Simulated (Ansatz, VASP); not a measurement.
**Two plane-wave programs on MoH5**

```
H Mo
1.0
     3.32452    0.00000    0.00000
    -1.66226    2.87912    0.00000
     0.00000    0.00000    2.99026
H Mo
5 1
Cartesian
  0.0000 1.9194 0.0000
  1.6623 0.9597 0.0000
  1.6623 0.0000 1.4951
  0.8311 1.4396 1.4951
  -0.8311 1.4396 1.4951
  0.0000 0.0000 0.0000
```

Change from the starting cell: species swapped into the ErNi5 type (P6/mmm, No. 191).

Alike in both runs: functional PBE; k mesh 6 × 6 × 6; occupations gaussian, width 0.1 eV; no spin polarisation.

Ansatz relaxed the structure, and its values are those at the end. VASP's run is a single point on that final structure, the one shown.

|  | VASP | Ansatz |
| --- | --- | --- |
| version | VASP 6.6.1 | Ansatz 0.2.0 |
| potentials or method | VASP PAW PBE potentials, release 64 (H, Mo_sv) | scalar-relativistic, plane waves, PAW |
| plane-wave cutoff (eV) | 520 | 420 |
| valence electrons in the cell | 19 | 19 |

Ansatz gave:

- gap on the k mesh at the Fermi level (eV): none
- pressure (GPa): -0.1

Problem. Estimate VASP's values.

Solution. gap on the k mesh at the Fermi level (eV): none; pressure (GPa): -0.2.

A gap of «none» marks a metal or a gap that the smearing closes. The functional is the same, so the differences come from potentials, cutoffs and numerics.

Caveats: the k mesh is coarse (spacing up to 0.36 Å⁻¹), so the values aren't converged.
